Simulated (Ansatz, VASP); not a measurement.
## One calculation of PbO2, two programs

```xyz
3
Lattice="0.0000 2.6468 2.6468 2.6468 0.0000 2.6468 2.6468 2.6468 0.0000" Properties=species:S:1:pos:R:3 pbc="T T T"
Pb    0.0000    0.0000    0.0000
O     3.9703    3.9703    3.9703
O     1.3234    1.3234    1.3234
```

Change from the starting cell: volume scaled by 0.94.

Alike in both runs: task single point; functional PBE; k mesh 9 × 9 × 9; occupations fermi-dirac, width 0.05 eV; no spin polarisation.

```csv
,VASP,Ansatz
version,VASP 6.6.1,Ansatz 0.2.0
potentials or method,"VASP PAW PBE potentials, release 64 (Pb_d, O)",Ansatz PAW
plane-wave cutoff (eV),520,420
valence electrons in the cell,26,26
```

Ansatz gave:

* gap on the k mesh at the Fermi level (eV): none
* pressure (GPa): 10.1

Which values does VASP return?

gap on the k mesh at the Fermi level (eV): none; pressure (GPa): 10.4.

A gap of «none» marks a metal or a gap that the smearing closes. With one functional, cell and mesh, what is left measures potentials, basis and numerics.

Caveats: the pressure holds a Pulay correction of +0.7 GPa for the finite cutoff (Ansatz). The runs have no spin-orbit coupling, so splittings on Pb are missing.
